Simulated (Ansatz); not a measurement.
## Hg under compression and expansion

```
CELL_PARAMETERS angstrom
1.73000 0.99882 2.23400
-1.73000 0.99882 2.23400
0.00000 -1.99763 2.23400
ATOMIC_POSITIONS crystal
Hg 0.00000 0.00000 0.00000
```

The cell is COD entry 1541226, as deposited and not checked against the literature; nothing was relaxed.

Spin–orbit coupling is left out, though it moves levels of the heavy atoms by tenths of an eV or more.

Levels of theory: DFT, LDA, all-electron LAPW, scalar-relativistic (Ansatz 0.2.0); DFT, LDA, PAW with Ansatz's default frozen-core files, scalar-relativistic (Ansatz 0.2.0).

For LAPW: a Γ-centred 12×12×12 k mesh, Fermi–Dirac smearing of 0.03 eV, basis error target 0.5 meV/atom, no spin polarisation. PAW takes a cutoff of 420 eV at this cell (files made with PBE, cores remade for this functional). The Ansatz runs share mesh, smearing and spin set-up. Plane-wave (PAW) pressures include the program's estimate of the Pulay term.

The cell above is scaled evenly, with fractional coordinates and shape held.

| V/V(cell) | V (Å³/atom) | P, LAPW (GPa) | P, PAW (GPa) | free energy over the lowest listed, PAW (meV/atom) |
| --- | --- | --- | --- | --- |
| 0.9400 | 21.772 | 1.76 | 1.75 | 3.0 |
| 0.9600 | 22.235 | 0.40 | 0.39 | 0.0 |
| 0.9800 | 22.698 | -0.70 | -0.71 | 0.5 |
| 0.9900 | 22.930 | -1.17 | -1.17 | 1.9 |
| 1.0000 | 23.161 | -1.60 | -1.60 | 3.9 |
| 1.0100 | 23.393 | -2.01 | -2.02 | 6.5 |
| 1.0200 | 23.625 | -2.40 | -2.41 | 9.7 |
| 1.0400 | 24.088 | -3.08 | -3.08 | 17.7 |
| 1.0600 | 24.551 | -3.63 | -3.63 | 27.4 |

Problem. What do Birch–Murnaghan fits to the pressures give?

Solution. LAPW: V0 = 22.41 Å³/atom, B0 = 55 GPa, B0′ = 7.0; PAW: V0 = 22.40 Å³/atom, B0 = 55 GPa, B0′ = 7.0.

PAW's V0 lies -0.01 % from the all-electron value and its B0 0.0 %. With shape and internal coordinates held, B0 is an upper bound to the relaxed modulus.
